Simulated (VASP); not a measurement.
## SiGe: band structure with PBEsol

The system is SiGe.

```xyz
4
Lattice="0.0000 2.7730 2.7730 2.7730 0.0000 2.7730 5.5458 5.5458 0.0003" Properties=species:S:1:pos:R:3 pbc="T T T"
Ge    5.5286    5.5286    0.0175
Ge    1.4036    1.4036    1.3694
Si    5.5621    5.5621    5.5300
Si    4.1432    4.1432    1.4029
```

The cell comes from a database or a generator and needn't be the stable form of this composition.

```yaml
Program: VASP 6.6.1
Task: band structure
Functional: PBEsol
Potentials_or_basis: VASP PAW PBE potentials, release 64 (Ge_d, Si)
Cutoff: 520 eV
k_mesh: 12 × 12 × 12
Occupations: gaussian, width 0.02 eV
Spin: no spin polarisation
Further_INCAR_settings: ALGO = Normal; EDIFF = 1e-06; NBANDS = 26
```

* Pressure: 0.1 GPa
* Band gap on the k mesh: 0.33 eV, indirect (least direct gap 0.46 eV)
* Band gap along the path: 0.35 eV, indirect (least direct gap 0.46 eV)

Forces in eV/Å, atoms in the order of the input:
```
Ge  -0.002 -0.002  0.000
Ge   0.002  0.002  0.000
Si   0.000  0.000  0.002
Si   0.000  0.000 -0.002
```

Levels at the corners of the path, in eV from the valence-band top:
```
point  band 16  band 17  band 18  band 19  band 20  band 21
    Γ    -0.11     0.00     0.00     0.46     1.66     2.28
    L    -3.72    -2.63    -2.23     0.92     1.70     4.04
    L    -3.72    -2.63    -2.23     0.92     1.70     4.04
   B1    -4.20    -2.57    -2.54     1.55     1.66     4.87
    B    -4.20    -2.57    -2.54     1.55     1.66     4.87
    Z    -1.26    -0.62    -0.62     1.16     1.28     2.98
    Z    -1.26    -0.62    -0.62     1.16     1.28     2.98
    Γ    -0.11     0.00     0.00     0.46     1.66     2.28
    Γ    -0.11     0.00     0.00     0.46     1.66     2.28
    X    -4.11    -2.81    -2.42     1.22     2.99     3.22
    Q    -4.11    -2.81    -2.42     1.22     2.99     3.22
    F    -3.09    -1.43    -1.38     0.46     0.52     0.69
    F    -3.09    -1.43    -1.38     0.46     0.52     0.69
   P1    -3.04    -2.27    -1.55     0.47     1.04     1.44
   P1    -3.04    -2.27    -1.55     0.47     1.04     1.44
    Z    -1.26    -0.62    -0.62     1.16     1.28     2.98
    L    -3.72    -2.63    -2.23     0.92     1.70     4.04
    P    -3.04    -2.27    -1.55     0.47     1.04     1.44
```

Run time: 18 min on 1 thread of Intel(R) Xeon(R) Platinum 8259CL CPU @ 2.50GHz (Skylake/Cascade Lake), on a shared host, peak memory 1.4 GiB.

Caveat: the PAW data sets were made with another functional, which shifts forces and pressure a little. As with any semilocal functional, this PBEsol gap is likely too small.
